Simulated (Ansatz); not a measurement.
Ni:

```
CELL_PARAMETERS angstrom
-1.38372 1.38372 1.38372
1.38372 -1.38372 1.38372
1.38372 1.38372 -1.38372
ATOMIC_POSITIONS crystal
Ni 0.00000 0.00000 0.00000
```

This isn't the form of Ni at room conditions, which is fcc.

| Item | Value |
| --- | --- |
| Program | Ansatz 0.2.0 |
| Task | single point |
| Functional | PBE |
| Potentials or basis | all-electron LAPW, scalar-relativistic |
| Cutoff | 339 eV (chosen from the basis error) |
| Basis error allowed | 0.001 eV/atom |
| k mesh | 13 × 13 × 13 |
| Occupations | fermi-dirac, width 0.05 eV |
| Spin | collinear spin, ferromagnetic start |
| Starting moments | [1.0] μB |

On this cell: pressure 7.8 GPa; net moment 0.59 μB per cell; site moments Ni +0.61 μB; band gap on the k mesh none (metal or under the smearing width).

The same run follows on a disturbed copy (cell strained at random at fixed volume):

```
Ni
1.0
    -1.38853    1.36313    1.43177
     1.33108   -1.36244    1.37363
     1.41530    1.38921   -1.43108
Ni
1
Direct
  0.97925 0.97687 0.98052
```

Problem. What does the disturbed cell give?

Solution. The energy (extrapolated to zero smearing) moves by +10.8 meV/atom; pressure 8.2 GPa; net moment 0.58 μB per cell; site moments Ni +0.61 μB; band gap on the k mesh none (metal or under the smearing width).

Stress tensor (GPa, compression positive):
```
 7.20 -3.13  7.15
-3.13  7.98 -0.46
 7.15 -0.46  9.44
```
